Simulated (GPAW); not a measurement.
LiH in GPAW: the effect of functional

Crystal: LiH.

```
Li H
1.0
     0.00000    2.03675    2.03675
     2.03675    0.00000    2.03675
     2.03675    2.03675    0.00000
Li H
1 1
Direct
  0.00000 0.00000 0.00000
  0.50000 0.50000 0.50000
```

Alike in all runs:

* Program: GPAW 26.7.0
* Task: band structure
* Cutoff: 800 eV
* Basis: pw
* k mesh: 11 × 11 × 11
* Occupations: fermi-dirac, width 0.05 eV
* Spin: no spin polarisation

Question: One run gave: gap on the mesh 2.98 eV; pressure -2.2 GPa. Which functional did it use?
A. PBEsol
B. LDA
C. PBE

Answer: A.

| functional | potentials or basis | gap on the mesh (eV) | pressure (GPa) |
| --- | --- | --- | --- |
| PBE | GPAW PAW data sets (gpaw-data 1.2.1) | 3.19 | -1.2 |
| LDA | the program's PAW data sets (release 1.2.1) made for this functional | 2.83 | -3.4 |
| PBEsol | PAW data sets generated in the run's folder for this functional | 2.98 | -2.2 |

Caveats: the mesh misses the band edges, which the band path finds closer together.

Not every run made on this cell is shown here.
